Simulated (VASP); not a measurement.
Crystal: SnS2.

```
Sn S
1.0
     3.63900    0.00000    0.00000
    -1.81950    3.15147    0.00000
     0.00000    0.00000    5.86800
Sn S
1 2
Direct
  0.00000 0.00000 0.00000
  0.33333 0.66667 0.25000
  0.66667 0.33333 0.75000
```

| Quantity | Value |
| --- | --- |
| Program | VASP 6.6.1 |
| Task | relaxation of cell and atoms |
| Functional | rev-vdW-DF2 |
| Potentials or basis | VASP PAW PBE potentials, release 64 (Sn_d, S) |
| Cutoff | 600 eV |
| k mesh | 9 × 9 × 5 |
| Occupations | gaussian, width 0.03 eV |
| Spin | no spin polarisation |

At the start: pressure 2.9 GPa; volume 22.43 Å³/atom.

Problem. Where does the relaxation end?

Solution. Over 11 steps the energy falls by 7.5 meV/atom and the volume is 23.10 Å³/atom (+3.0 %); space group P-3m1 (No. 164, to 0.05 Å).

Step by step:
```
step  energy change (eV)  largest force (eV/Å)  pressure (GPa)  volume (Å³)
   1              0.0000                0.3505            2.94        67.30
   2             -0.0049                0.3273           -2.28        71.38
   3             -0.0219                0.0258           -0.03        69.41
   4             -0.0219                0.0191            0.06        69.37
   5             -0.0223                0.0036            0.04        69.41
   6             -0.0224                0.0203            0.01        69.44
   7             -0.0224                0.0111           -0.05        69.46
   8             -0.0224                0.0016           -0.11        69.47
   9             -0.0224                0.0018           -0.08        69.46
  10             -0.0225                0.0002           -0.07        69.40
  11             -0.0225                0.0017           -0.03        69.30
```

Final structure:
```
CELL_PARAMETERS angstrom
3.68764 0.00000 0.00000
-1.84382 3.19359 0.00000
0.00000 0.00000 5.88462
ATOMIC_POSITIONS crystal
Sn 0.00000 0.00000 0.00000
S 0.33333 0.66667 0.25212
S 0.66667 0.33333 0.74788
```

Caveat: the PAW data sets were made with another functional, which shifts forces and pressure a little.
